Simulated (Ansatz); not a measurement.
# Al: the cost of one run

Program: Ansatz 0.2.0. Level of theory: DFT PBE, scalar-relativistic, plane waves, PAW. These are calculated values, not measurements.

This is Al in the hcp structure; at room conditions it is fcc.

2 further runs of the same task are left out: 1 for a known fault of the program, 1 set aside as unsound or not needed.

## Step 1: Starting point

It takes space group P6_3/mmc (No. 194, hexagonal). The conventional cell has a = 2.851 Å, b = 2.851 Å, c = 4.728 Å, α = 90.00°, β = 90.00°, γ = 120.00°. Al (site symmetry -6m2) has 12 Al at 2.85 to 2.88 Å as nearest neighbours.

Structure file:

```
CELL_PARAMETERS angstrom
1.42542 -2.46885 0.00000
1.42542 2.46885 0.00000
0.00000 0.00000 4.72798
ATOMIC_POSITIONS crystal
Al 0.33333 0.66667 0.75000
Al 0.66667 0.33333 0.25000
```

It is the end of an earlier relaxation with the same method, from a generated guess; it is a trial structure. At a tolerance of 0.05 Å it has space group P6_3/mmc (No. 194); it has 16.64 Å³/atom, an uncorrected energy of +0.03 eV/atom over the standard state.

## Step 2: Electronic structure at the relaxed geometry

Contents of input.yaml:

```yaml
crystal:
  lattice:
    - [1.425419603, -2.4688534796, 0.0]
    - [1.425419603, 2.4688534796, 0.0]
    - [0.0, 0.0, 4.7279807961]
  atoms:
    - { symbol: Al, position: [0.3333280162, 0.6666719838, 0.75] }
    - { symbol: Al, position: [0.6666719838, 0.3333280162, 0.25] }
basis:
  ecutwfc: 420
kpoints:
  mp_grid: { grid: [22, 22, 12] }
  band_path:
    path:
      - [[0.0, 0.0, 0.0], [4.63e-06, 0.49999884, 0.0], [-0.33332639, 0.66666204, 0.0], [0.0, 0.0, 0.0], [0.0, 0.0, 0.5], [4.63e-06, 0.49999884, 0.5], [-0.33332639, 0.66666204, 0.5], [0.0, 0.0, 0.5]]
      - [[4.63e-06, 0.49999884, 0.5], [4.63e-06, 0.49999884, 0.0]]
      - [[-0.33332639, 0.66666204, 0.5], [-0.33332639, 0.66666204, 0.0]]
    npoints: 14
hamiltonian:
  xc: pbe
scf:
  occupations: { method: gaussian, width: 0.1 }
  n_extra_bands: 6
output:
  forces: true
  stress: true
  eigenvalues: true
  populations: true
  dos: { projected: true, de: 0.02, nscf_kmesh: { grid: [27, 27, 15] } }
  bader: true
  write_density: true
  write_potential: true
  elf: true
  volumetric_format: npy
```

Started as:

```sh
$ ansatz run input.yaml --threads 1 --pin off --max-ram 2560MiB --backend cpu --events-out ev --progress --plain --runs-dir out
```

What time and memory should one allow on 1 thread of Arm Neoverse V1, shared host?

About 48 s, with a peak of 0.6 GiB.
